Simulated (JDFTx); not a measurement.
Pb under changes of volume

One of the cells (29.314 Å³/atom); the others are scaled copies at fixed shape and fractional positions:

```
Pb
1.0
     3.48000    0.00000    0.00000
    -1.74000    3.01377    0.00000
     0.00000    0.00000    5.59000
Pb
2
Direct
  0.66667 0.33333 0.75000
  0.33333 0.66667 0.25000
```

This isn't the form of Pb at room conditions, which is fcc.

- Program: JDFTx 1.7.0 (patched build)
- Functional: PBEsol
- Potentials or basis: PseudoDojo-SR-PBEsol-0.4.1-standard with smoothed tails
- Cutoff: 762 eV
- Density cutoff: 6095 eV
- k mesh: 9 × 9 × 5
- Occupations: fermi-dirac, width 0.05 eV
- Spin: no spin polarisation

```csv
volume (Å³/atom),energy over the lowest point (meV/atom),pressure (GPa)
27.555,32.87,4.8
28.141,17.93,3.4
28.727,7.86,2.2
29.314,?,?
29.900,0.00,0.2
30.486,1.15,-0.7
31.073,5.13,-1.4
```

What does the run at 29.314 Å³/atom give?

Energy over the lowest point 2.08 meV/atom; pressure 1.1 GPa.

Worked out: A Birch-Murnaghan fit of order 3 (a polynomial in V^(-2/3)) to the other rows has its minimum at 29.97 Å³/atom with B0 = V·E''(V) = 44 GPa and B' = 6.1 at fixed shape and positions, which overstates the stiffness. It gives 2.07 meV/atom at 29.314 Å³/atom, against the run's 2.08, and -dE/dV = 1.1 GPa, against 1.1.

Energies are extrapolated to zero smearing.
